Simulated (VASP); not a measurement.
Sr, 2 atoms in the cell. The structure is orthorhombic, space group Imma (No. 74). The conventional cell has a = 5.620 Å, b = 5.720 Å, c = 3.050 Å, α = 90.00°, β = 90.00°, γ = 90.00°. Sr (site symmetry mm2) is surrounded by 6 Sr at 2.91 to 3.05 Å. This isn't the form of Sr at room conditions, which is fcc.

| Property | Result |
| --- | --- |
| Program | VASP 6.6.1 |
| Task | relaxation of cell and atoms |
| Functional | PBE |
| Potentials or basis | VASP PAW PBE potentials, release 64 (Sr_sv) |
| Cutoff | 520 eV |
| k mesh | 16 × 16 × 16 |
| Occupations | gaussian, width 0.1 eV |
| Spin | no spin polarisation |
| Further INCAR settings | ALGO = Normal; EDIFF = 1e-06; IBRION = 2; EDIFFG = -0.01; NSW = 90; ISIF = 3 |

Potentials or basis: VASP PAW PBE potentials, release 64 (Sr_sv).

The run is started by

```sh
$ cat potpaw_PBE.64/Sr_sv/POTCAR > POTCAR
$ mpirun -np 1 vasp_std > vasp.out
```

Hardware: 1 thread of Intel(R) Xeon(R) Platinum 8488C (Sapphire Rapids), on a shared host.

Estimate the wall time of this run.

Wall time 52 min on 1 thread of Intel(R) Xeon(R) Platinum 8488C (Sapphire Rapids), with other jobs on the host, peak memory 0.53 GiB. Counts: scf iterations 95, k points 621, ion steps 10.
